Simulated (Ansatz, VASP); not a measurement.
**Two plane-wave programs on TiC**

```xyz
2
Lattice="0.0000 2.1665 2.1665 2.1665 0.0000 2.1665 2.1665 2.1665 0.0000" Properties=species:S:1:pos:R:3 pbc="T T T"
Ti    0.0000    0.0000    0.0000
C     2.1665    2.1665    2.1665
```

Change from the starting cell: all atoms moved at random, sigma 0.02 Å a component; relaxed back.

Alike in both runs: functional PBE; k mesh 14 × 14 × 14; occupations gaussian, width 0.15 eV; no spin polarisation.

Ansatz relaxed the structure, and its values are those at the end. VASP's run is a single point on that final structure, the one shown.

```csv
,VASP,Ansatz
version,VASP 6.6.1,Ansatz 0.2.0
potentials or method,"VASP PAW PBE potentials, release 64 (Ti_sv, C)","scalar-relativistic, plane waves, PAW"
plane-wave cutoff (eV),520,420
valence electrons in the cell,16,16
```

Ansatz gave:

| Property | Result |
| --- | --- |
| gap on the k mesh at the Fermi level (eV) | none |
| pressure (GPa) | 0.0 |

Task: Which values does VASP return?

Result: gap on the k mesh at the Fermi level (eV): none; pressure (GPa): 0.2.

A gap of «none» marks a metal or a gap that the smearing closes.
